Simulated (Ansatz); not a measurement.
Here is the system:

Starting cell, InN (zinc blende):

```
InN
1.0
    0.00000     2.52449     2.52449
    2.52449     0.00000     2.52449
    2.52449     2.52449     0.00000
N In
1 1
Direct
  0.75000   0.75000   0.75000
  0.00000   0.00000   0.00000
```

Scan: atom 2 (In, nearest neighbour N at 2.186 Å; its periodic images, 3.6 Å or more away, move with it) is displaced along Cartesian x, direction (1.000, 0.000, 0.000) in Cartesian axes, by s. The other atoms stay.

Computed with PBE (plane waves to 420 eV, PAW, scalar-relativistic; Ansatz, a first-principles code). k mesh 9×9×9 (Γ-centred), Fermi-Dirac smearing 0.05 eV. E stands for the smeared free energy. With partly filled bands, energies and forces of such displacements shift with the k mesh and the smearing. At this level the bands of InN touch or barely overlap; measurements give the solid a gap. InN was relaxed with its symmetry unable to fall. ΔE is measured from the undisplaced structure.

The scan covers s from -0.220 to 0.220 Å in 11 points.

Q: Is the energy the same for equal positive and negative displacements?

A: Even: the same for both signs. With its periodic images moving along, the atom's site symmetry in this cell is -43m.

Q: What is the force constant k = d²E/ds² of this move at s = 0?

A: 8.59 eV/Å².

Q: With two atoms in the cell this is the zone-centre optical mode. What wavenumber follows?

A: 433 cm⁻¹.

(For displaced atoms, the force is minus the slope of the energy, and its curvature is a force constant, which sets phonon frequencies.)
